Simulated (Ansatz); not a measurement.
# ZnS (F-43m) in Ansatz: further runs

One crystal, ZnS, is run at these levels: RPBE, PBEsol; tasks: single point.

Program: Ansatz 0.2.0. These are calculated values, not measurements. Logs are shortened: lines on timing, memory, paths and dates and some standing lists are left out, and cuts for length are marked.

**Experimental background.**

“Electronic, vibrational, and thermodynamic properties of ZnS (zincblende and rocksalt structure)”, 2009, arxiv:0911.5022 quotes, for a bulk crystal of ZnS at 19 K: band gap 3.85 eV (direct).

How close the calculation comes is told below.

## (1) The structure

Symmetry: F-43m, No. 216, cubic system. Conventional cell: a = 5.404 Å, b = 5.404 Å, c = 5.404 Å, α = 90.00°, β = 90.00°, γ = 90.00°. Zn (site symmetry -43m) has 4 S at 2.34 Å as nearest neighbours. Around S (site symmetry -43m) lie 4 Zn at 2.34 Å.

## (2) Single point, RPBE

Contents of input.yaml:

```yaml
crystal:
  lattice:
    - [0.0, 2.702, 2.702]
    - [2.702, 0.0, 2.702]
    - [2.702, 2.702, 0.0]
  atoms:
    - { symbol: Zn, position: [0.75, 0.75, 0.75] }
    - { symbol: S, position: [0.0, 0.0, 0.0] }
hamiltonian:
  xc: rpbe
  pseudopotentials: { kind: paw }
kpoints:
  mp_grid: { grid: [9, 9, 9] }
scf:
  occupations: { method: gaussian, width: 0.05 }
output:
  forces: true
  stress: true
  eigenvalues: true
  write_density: true
  write_potential: true
  elf: true
  volumetric_format: npy
```

Potentials or basis: Ansatz PAW.

Run with:

```bash
$ ansatz run input.yaml --threads 2 --pin off --max-ram 5632MiB --backend cpu --events-out ev --progress --plain --runs-dir out
```

The program printed:

```text
Warning: RAYON_NUM_THREADS=2 ignored (pool sized by the plan → 2); use --threads N
Engine: ansatz 0.2.0, x86_64-unknown-linux-gnu
Pseudopotentials: kind: paw
Pseudopotential: Zn, paw, valence charge 12, recommended cutoff 420 eV (normal), Zn.paw.azcp
Pseudopotential: S, paw, valence charge 6, recommended cutoff 420 eV (normal), S.paw.azcp
Functional definition: RPBE
  parameter kappa = 0.804
  parameter beta = 0.06672455060314922
  exchange = rpbe_x(kappa = kappa, mu = beta*pi^2/3)
  correlation = pbe_c(beta = beta)
Crystal: 2 atoms, lattice volume = 39.454 Å³
Basis set: ecut = 420 eV, 749 PW (Γ), exchange–correlation on 54×54×54 points (8 copies of the dense FFT grid, shifted against one another)
Bands: 13, of which v1, the nominal top of the filled ones, is band 9 counted from 1 (8 counted from 0)
Symmetry: 24 space group operations
Space group: F-43m (ITA 216), of the structure as read, at distance tolerance 3.4e-5 Å
k-points: 35 of 729 (time reversal used)
Non-local potential: Zn, projectors of the file, l = 0: 2, l = 1: 2, l = 2: 3, l = 3: 1
Non-local potential: S, projectors of the file, l = 0: 2, l = 1: 2, l = 2: 2
PAW form: soft (Blöchl's): semilocal exchange-correlation on the pseudo side does not see the compensation charge
PAW frozen core: Zn, regenerated for the run's functional, and the local potential with it (the file was generated under x = pbe(κ = 0.804, μ = 0.2195149727645171), c = pbe(β = 0.06672455060314922))
PAW frozen core: S, regenerated for the run's functional, and the local potential with it (the file was generated under x = pbe(κ = 0.804, μ = 0.2195149727645171), c = pbe(β = 0.06672455060314922))
PAW one-centre angular grid: Zn, 590 points (default); XC on 64 Gauss nodes
PAW one-centre angular grid: S, 110 points (default); XC on 64 Gauss nodes
Initial density: superposition of atomic densities (neutral atoms: chi_scale 0, normalization atom), corrected by the library's trained network
Initial wavefunctions: pseudopotential atomic-orbital guess
Functional: x = rpbe, c = pbe(β = 0.06672455060314922)
SCF iter   1: F=—  HF=-4231.601626 eV  |F-HF|=—  |Δ(HF+E_count)|=         —  Δρ=3.85e-3  dr2=3.00e-3  ethr=1.77e-3  ⟨swp⟩=5.2  Hψ=2636  notcnv=0
preconditioner: auto → none  [insulator: Δε(μ)=2.286 eV  Ē_g=12.301 eV  σ=0.050 eV  W_gap=1.00  n_scr=14 (ndim 8)  ℏωp=25.1 eV  f_vac=0.026  D(μ)=0.00/eV (n_scr^D=0)  ε∞_Penn≈5.2]
SCF iter   2: F=—  HF=-4231.601550 eV  |F-HF|=—  |Δ(HF+E_count)|=   7.55e-5  Δρ=1.62e-3  dr2=6.69e-4  ethr=1.67e-5  ⟨swp⟩=2.0  Hψ=1125  notcnv=0
SCF iter   3: F=—  HF=-4231.601328 eV  |F-HF|=—  |Δ(HF+E_count)|=   2.22e-4  Δρ=7.81e-4  dr2=1.26e-4  ethr=3.72e-6  ⟨swp⟩=2.0  Hψ=734  notcnv=0
SCF iter   4: F=—  HF=-4231.601416 eV  |F-HF|=—  |Δ(HF+E_count)|=   8.74e-5  Δρ=2.31e-4  dr2=2.11e-5  ethr=7.00e-7  ⟨swp⟩=3.0  Hψ=781  notcnv=0
SCF iter   5: F=—  HF=-4231.601418 eV  |F-HF|=—  |Δ(HF+E_count)|=   2.22e-6  Δρ=4.10e-5  dr2=7.62e-7  ethr=1.17e-7  ⟨swp⟩=2.3  Hψ=633  notcnv=0
SCF iter   6: F=-4231.601419 eV  HF=-4231.601419 eV  |F-HF|=4.38e-8  |Δ(HF+E_count)|=   5.37e-7  Δρ=7.84e-6  dr2=1.84e-8  ethr=5.56e-10  ⟨swp⟩=10.1  Hψ=3551  notcnv=0
SCF 1 converged in 6 iterations: F = -4231.601419 eV  dr2 = 1.84e-8
SCF converged after 6 iterations
Free energy (F): -4231.601419 eV
Harris-Foulkes:  -4231.601419 eV  (|F-HF|=4.38e-8)
Internal energy: -4231.601419 eV  (E = F + TS)
E sigma→0 (E₀):  -4231.601419 eV
Fermi energy:    7.039762 eV
--- Per-component energies (eV) ---
  E_band       = 7.744262
  E_kinetic    = 238.301848
  E_local      = -2041.210818  (includes V_loc(G=0)·N_el)
  E_nonlocal   = 642.357767
  E_hartree    = 854.554537
  E_xc         = -235.030138
  E_vxc        = -139.049456  (∫ρ·V_xc dr)
  E_paw        = -2437.084396  (= ΣΔE_a)
  E_vpaw       = -401.762248  (= ΣTr[D̂ρ^β])
  E_aug_tail   = -0.000362  (compensation charges beyond the density's cutoff)
  E_ewald      = -1253.379294
  E_core_change = -0.110563  (= ΣΔE_core)
  E_smearing   = -0.000000  (= −TS)
  E_closure    = -0.000000  (closes the sum)
  Σ components = -4231.601419   (vs F -4231.601419, Δ=0.00e0)
--- Forces (eV/Å), atoms counted from 1 ---
  atom   1  Zn     0.00000000    -0.00000000    -0.00000000
  atom   2  S     -0.00000000     0.00000000    -0.00000000
  max |Σ_I F_I| component: 4.63e-17 eV/Å
--- Stress (GPa, compression-positive) ---
        4.187352      -0.000000      -0.000000
       -0.000000       4.187352       0.000000
       -0.000000       0.000000       4.187352
  P = ⅓ Tr σ = 4.1874 GPa (41.874 kbar)
--- Band table (eV; the first three rows and the last of 35) ---
  k-point 0: bands = ["-7.2261", "-0.3952", "-0.3952", "-0.3952", "0.1100", "0.1100", "5.8991", "5.8991", "5.8991", "8.1792", "12.3372", "12.3372", "12.3372"]
  k-point 1: bands = ["-7.1341", "-0.3941", "-0.3784", "-0.3784", "0.1086", "0.1086", "4.9954", "5.7816", "5.7816", "8.8588", "12.2643", "12.5416", "12.5416"]
  k-point 2: bands = ["-6.8859", "-0.3633", "-0.3385", "-0.3385", "0.1098", "0.1098", "3.4862", "5.5086", "5.5086", "9.4646", "12.6947", "12.9028", "12.9028"]
  k-point 34: bands = ["-6.0185", "-0.2623", "-0.1299", "0.0338", "0.0970", "0.4576", "1.3885", "3.0421", "3.5570", "11.5855", "11.8799", "13.5040", "15.0154"]
```

Run time: 1.7 s. Hardware: 2 threads of Intel Xeon at 2.70GHz, shared host; peak memory 0.34 GiB.

What came out:

```yaml
Free_energy: -4231.6014 eV
Pressure: 4.2 GPa
Band_gap_on_the_k_mesh: 2.28 eV, direct
```

Caveat: odd divisions of the mesh miss points on the zone boundary, where band edges often lie, so the gap on the mesh can be too wide; the PAW data sets come from PBE, with cores solved anew for the run's functional, which leaves a small shift of forces and pressure.

## (3) Single point, PBEsol

input.yaml, as its differences from that of step 2:

```diff
@@ -9,3 +9,3 @@
 hamiltonian:
-  xc: rpbe
+  xc: pbesol
   pseudopotentials: { kind: paw }
@@ -14,3 +14,3 @@
 scf:
-  occupations: { method: gaussian, width: 0.05 }
+  occupations: { method: gaussian, width: 0.1 }
 output:
```

Potentials or basis: Ansatz PAW.

Run with:

```bash
$ ansatz run input.yaml --threads 2 --pin off --max-ram 5632MiB --backend cpu --events-out ev --progress --plain --runs-dir out
```

Wall time 1.7 s (2 threads of Intel Xeon at 2.70GHz, shared host); peak memory 0.34 GiB.

The run converged. Its results:

```yaml
Free_energy: -4167.4339 eV
Pressure: -2.0 GPa
Band_gap_on_the_k_mesh: 1.97 eV, direct
```

Levels at points of the mesh, in eV from the valence-band top:
```csv
k point,band 5,band 6,band 7,band 8,band 9,band 10,band 11,band 12,band 13
"(0.00, 0.00, 0.00)",-5.87,-5.87,0.00,0.00,0.00,1.97,6.27,6.27,6.27
```

Caveat: odd divisions of the mesh miss points on the zone boundary, where band edges often lie, so the gap on the mesh can be too wide; the PAW data sets come from PBE, with cores solved anew for the run's functional, which leaves a small shift of forces and pressure.

## (4) How close it comes

Step 2. A measured gap of ZnS is 3.85 eV (direct; 19 K; quoted in “Electronic, vibrational, and thermodynamic properties of ZnS (zincblende and rocksalt structure)”, 2009, arxiv:0911.5022); the calculated 2.28 eV misses it by -1.57 eV. The value is that of RPBE, without temperature or zero-point motion. Semilocal functionals fall short of measured gaps as a rule.

Step 3. Against the measured gap of ZnS, 3.85 eV (direct; 19 K; quoted in “Electronic, vibrational, and thermodynamic properties of ZnS (zincblende and rocksalt structure)”, 2009, arxiv:0911.5022), the calculated 1.97 eV is off by -1.88 eV. The value is that of PBEsol, without temperature or zero-point motion. Semilocal functionals fall short of measured gaps as a rule.
